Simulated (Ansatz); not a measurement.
LiF, h-MgO type, relaxed with r2SCAN: it is hexagonal, P6_3/mmc (No. 194); conventional cell a = 3.280 Å, c = 4.000 Å, 9.32 Å³ an atom. Around Li lie 5 F at 1.89–2.00 Å; around F lie 5 Li at 1.89–2.00 Å. One-shot G0W0@PBE in Ansatz on a 6×6×4 mesh (contour deformation, no spin-orbit coupling), from a PBE gap of 7.824 eV over the mesh points (the G0W0 gap is direct on the mesh); the number N of bands summed and the screening cutoff rise together. All values are calculated for a non-magnetic cell, which may be hypothetical.

| N | cutoff (eV) | 1000/N | G0W0 gap (eV) |
| --- | --- | --- | --- |
| 70 | 80 | 14.286 | 11.743 |
| 150 | 140 | 6.667 | 11.844 |

Lay a straight line in 1000/N through these rows.
The slope is -0.0133 eV per unit of 1000/N and the intercept 11.932 eV.

Predict the gap at N = 267 (210 eV).
11.932 + (-0.0133) × 3.745 = 11.882 eV; the run gives 12.025 eV, +0.143 eV from the line.

With that run's result added, what limit do the last two rows suggest?
Their slope is (12.025 − 11.844)/(3.745 − 6.667) = -0.0619, which meets 1/N = 0 at 12.26 eV, against 11.932 eV from the first line. The slope steepens, so 1/N isn't yet asymptotic and the true limit probably lies higher still; the k mesh isn't extrapolated.
